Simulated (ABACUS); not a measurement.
The system is MnS.

```
CELL_PARAMETERS angstrom
0.00000 2.60450 2.60450
2.60450 0.00000 2.60450
2.60450 2.60450 0.00000
ATOMIC_POSITIONS crystal
Mn 0.00000 0.00000 0.00000
S 0.50000 0.50000 0.50000
```

* Program: ABACUS 3.10.1
* Task: single point
* Functional: PBE
* Potentials or basis: PseudoDojo NC SR 0.4.1 PBE standard
* Cutoff: 1320 eV
* Density cutoff: 5279 eV
* Basis: plane waves
* k mesh: 9 × 9 × 9
* Occupations: fermi-dirac, width 0.05 eV
* Spin: collinear spin, ferromagnetic start
* Starting moments: [4.0, 0.0] μB

On this cell: pressure -2.0 GPa; largest force zero by symmetry; net moment 4.77 μB per cell; band gap on the k mesh none (metal or under the smearing width).

The same run follows on a disturbed copy (atoms moved at random, drawn with an rms of 0.05 Å):

```
CELL_PARAMETERS angstrom
0.00000 2.60450 2.60450
2.60450 0.00000 2.60450
2.60450 2.60450 0.00000
ATOMIC_POSITIONS crystal
Mn 0.00369 0.00203 0.98863
S 0.50638 0.51126 0.48776
```

Problem. What does the disturbed cell give?

Solution. The energy (extrapolated to zero smearing) moves by +0.9 meV/atom; pressure -2.0 GPa; largest force 0.096 eV/Å; net moment 4.77 μB per cell; band gap on the k mesh none (metal or under the smearing width).

Forces in eV/Å, atoms in the order of the input:
```
Mn   0.055  0.012  0.078
S   -0.055 -0.012 -0.078
```

Stress tensor (GPa, compression positive):
```
-1.99  0.00 -0.01
 0.00 -2.03  0.00
-0.01  0.00 -1.93
```

Caveats: a cell with one magnetic atom can't hold antiferromagnetic order, which such compounds often take; semilocal functionals often make such compounds metallic where correlation or magnetic order opens a gap, which also shifts bond lengths.
